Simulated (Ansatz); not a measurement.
# TiO2 (Rutile): the cost of one run

Computed with Ansatz 0.2.0 (DFT PBEsol, scalar-relativistic, plane waves, PAW, unless a step's input says otherwise).

1 further run of the same task is left out (set aside as unsound or not needed).

## Step 1: The structure to begin with

It takes space group P4_2/mnm (No. 136, tetragonal). Conventional cell: a = 4.591 Å, b = 4.591 Å, c = 2.939 Å, α = 90.00°, β = 90.00°, γ = 90.00°. Ti (site symmetry mmm) has 6 O at 1.94 to 1.98 Å as nearest neighbours. O (site symmetry m2m) has 3 Ti at 1.94 to 1.98 Å as nearest neighbours.

Coordinates:

```xyz
6
Lattice="4.5909 0.0000 0.0000 0.0000 4.5909 0.0000 0.0000 0.0000 2.9392" Properties=species:S:1:pos:R:3 pbc="T T T"
Ti    0.0000    0.0000    0.0000
Ti    2.2954    2.2954    1.4696
O     1.3975    1.3975    0.0000
O     0.8979    3.6929    1.4696
O     3.1934    3.1934    0.0000
O     3.6929    0.8979    1.4696
```

This cell was relaxed beforehand with the same method: volume 10.32 Å³/atom, gap on the mesh 1.87 eV.

## Step 2: Relaxing to 0.001 eV/Å

Response functions are second derivatives at a minimum, so forces and stress are first brought close to zero on the mesh and occupations that the response runs use.

input.yaml

```yaml
crystal:
  lattice:
    - [4.5908688276, 0.0, 0.0]
    - [0.0, 4.5908688276, 0.0]
    - [0.0, 0.0, 2.9392264215]
  atoms:
    - { symbol: Ti, position: [0.0, 0.0, 0.0] }
    - { symbol: Ti, position: [0.5, 0.5, 0.5] }
    - { symbol: O, position: [0.304410093, 0.304410093, 0.0] }
    - { symbol: O, position: [0.195589907, 0.804410093, 0.5] }
    - { symbol: O, position: [0.695589907, 0.695589907, 0.0] }
    - { symbol: O, position: [0.804410093, 0.195589907, 0.5] }
basis:
  ecutwfc: 420
kpoints:
  mp_grid: { grid: [6, 6, 10] }
hamiltonian:
  xc: pbesol
scf:
  occupations: { method: fixed }
output:
  forces: true
  stress: true
  eigenvalues: true
relax:
  adjacent_minimum: "off"
  f_tol: 0.001
  max_steps: 60
  cell: { stress_tol: 0.01 }
```

The run is started by

```console
> ansatz run input.yaml --threads 2 --pin off --max-ram 5120MiB --backend cpu --events-out ev --progress --plain --runs-dir out
```

Q: Estimate wall time and peak memory on 2 threads of Arm Neoverse V2, shared host.

About 16 s, with a peak of 0.39 GiB.
